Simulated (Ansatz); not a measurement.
Wurtzite MgS, 4 atoms and 32 valence electrons in a cell of about 91 Å³, was run 8 times in Ansatz 0.2.0, each time on 2 threads of Arm Neoverse V1, with other jobs on the host. The times are single readings and vary with the host's load.

| run | k mesh | irreducible k | cutoff (eV) | plane waves | bands | SCF iterations | wall time | peak host memory (GiB) |
| --- | --- | --- | --- | --- | --- | --- | --- | --- |
| G0W0, PBE, 147 empty bands, 80 eV | 6×6×2 | 14 | 420 | 1785 | 20 | 6 | 61 s | 0.49 |
| G0W0, PBE, 341 empty bands, 140 eV | 6×6×2 | 14 | 420 | 1785 | 20 | 6 | 5.7 min | 1 |
| G0W0, PBE, 626 empty bands, 210 eV | 6×6×2 | 14 | 420 | 1785 | 20 | 6 | 26 min | 1.5 |
| G0W0, HSE06, 341 empty bands, 140 eV | 6×6×2 | 14 | 420 | 1785 | 20 | 10 | 9.3 min | 1.7 |
| G0W0, LDA, 341 empty bands, 140 eV | 6×6×2 | 14 | 420 | 1785 | 20 | 7 | 6.1 min | 1 |
| G0W0, r2SCAN, 341 empty bands, 140 eV | 6×6×2 | 14 | 500 | 2321 | 20 | 6 | 6.7 min | 1.2 |
| G0W0, PBE, 341 empty bands, 140 eV, plasmon pole | 6×6×2 | 14 | 420 | 1785 | 20 | 6 | 5.9 min | 1.2 |
| G0W0, PBE, 147 empty bands, 80 eV | 6×6×4 | 21 | 420 | 1785 | 20 | 6 | 2.7 min | 0.53 |

The slowest run (G0W0, PBE, 626 empty bands, 210 eV) took about 26 times as long as the quickest (G0W0, PBE, 147 empty bands, 80 eV).
